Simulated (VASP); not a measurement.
Runs of VASP 6.6.1 on Sr. It takes space group Im-3m (No. 229, cubic). The conventional cell has a = 4.826 Å, b = 4.826 Å, c = 4.826 Å, α = 90.00°, β = 90.00°, γ = 90.00°. Around Sr (site symmetry m-3m) lie 8 Sr at 4.18 Å. The cell was built by a generator and needn't be a form met in nature.

```csv
level,cell,k mesh,gap on the mesh (eV),pressure (GPa)
PBE,"Im-3m, 56.19 Å³/atom",6 × 6 × 6,none,(a)
PBE,"Im-3m, 53.27 Å³/atom",6 × 6 × 6,none,0.0
r2SCAN,"Im-3m, 53.27 Å³/atom",12 × 12 × 12,none,0.5
r2SCAN,"Im-3m, 55.52 Å³/atom",12 × 12 × 12,none,0.0
```

Alike in all rows: task single point; potentials or basis VASP PAW PBE potentials, release 64 (Sr_sv); no spin polarisation; cutoff (eV) 520; smearing gaussian 0.05 eV.

**Question.** Fill in the values left out.

**Answer.** (a) -0.6.

Caveats: the PAW data sets were made with another functional, which shifts forces and pressure a little (some runs).

A k mesh can miss the band edges, and the runs leave out spin-orbit coupling on Sr.

A gap of «none» marks a metal or a gap under the smearing width.
